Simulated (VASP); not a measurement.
Runs of VASP 6.6.1 on BN. It takes space group F-43m (No. 216, cubic). Conventional cell: a = 3.626 Å, b = 3.626 Å, c = 3.626 Å, α = 90.00°, β = 90.00°, γ = 90.00°. Around N (site symmetry -43m) lie 4 B at 1.57 Å. Around B (site symmetry -43m) lie 4 N at 1.57 Å. The cell is a database's computed one.

```tsv
task	level	potentials or basis	cell	k mesh	cutoff (eV)	smearing	grid for exact exchange (PRECFOCK)	exchange at q = 0	other keys	mesh quality	gap on the mesh (eV)	pressure (GPa)
single point	PBE0+D3	VASP PAW PBE potentials, release 64 (N, B)	as given	7 × 7 × 7	520	gaussian 0.1 eV	Fast	truncated	-	coarse	6.80	(a)
single point	revPBE+D2	VASP PAW PBE potentials, release 64 (N, B)	cell strained at random at fixed volume	13 × 13 × 13	600	gaussian 0.1 eV	-	-	AMIX = 0.1; ENCUT = 600	not flagged	4.04	-2.1
single point	PBE	VASP PAW PBE potentials, release 64 (N, B)	as given	13 × 13 × 13	500	gaussian 0.02 eV	-	-	-	not flagged	4.52	(b)
electric field gradients	r2SCAN0+D3(BJ)	VASP PAW PBE potentials, release 64 (N_GW, B_GW)	as given	7 × 7 × 7	550	fermi-dirac 0.02 eV	Fast	truncated	-	coarse	7.13	-15.2
single point	RPBE	VASP PAW PBE potentials, release 64 (N, B)	as given	13 × 13 × 13	520	gaussian 0.1 eV	-	-	-	not flagged	4.55	(c)
```

Alike in all rows: no spin polarisation.

Problem. Estimate the missing entries.

Solution. (a) -11.8; (b) -0.2; (c) 5.6.

Caveats: some runs use coarse meshes; an odd mesh through Γ misses points on the zone boundary, where band edges often lie; the PAW data sets were made with another functional, which shifts forces and pressure a little (some runs); so large a pressure means that the cell lies far from this level's equilibrium, or that cutoff or potentials fall short (some runs); the potentials were made for another functional, which shifts forces and pressure (some runs).
